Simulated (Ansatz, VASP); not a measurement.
## GaSb: VASP beside Ansatz

```
Ga Sb
1.0
    -2.69031    2.69031    1.53864
     2.69031   -2.69031    1.53864
     2.69031    2.69031   -1.53864
Ga Sb
1 1
Cartesian
  2.6903 0.0000 0.7693
  0.0000 0.0000 0.0000
```

Alike in both runs: functional LDA; k mesh 16 × 16 × 16; occupations gaussian, width 0.1 eV; no spin polarisation.

Ansatz relaxed the structure, and its values are those at the end. VASP's run is a single point on that final structure, the one shown.

|  | VASP | Ansatz |
| --- | --- | --- |
| version | VASP 6.6.1 | Ansatz 0.2.0 |
| potentials or method | VASP PAW LDA potentials, release 64 (Ga_d, Sb) | scalar-relativistic, plane waves, PAW |
| plane-wave cutoff (eV) | 520 | 420 |
| valence electrons in the cell | 18 | 28 |

VASP gave:

* gap on the k mesh at the Fermi level (eV): none
* pressure (GPa): 0.2

**Question.** What did Ansatz give for the same quantities?

**Answer.** gap on the k mesh at the Fermi level (eV): none; pressure (GPa): 0.0.

A gap of «none» marks a metal or a gap that the smearing closes. The two sets of potentials don't hold the same shells in valence. Ansatz warned: «pseudo_functional_mismatch».

Spin-orbit coupling is left out, which matters for the levels of Sb.
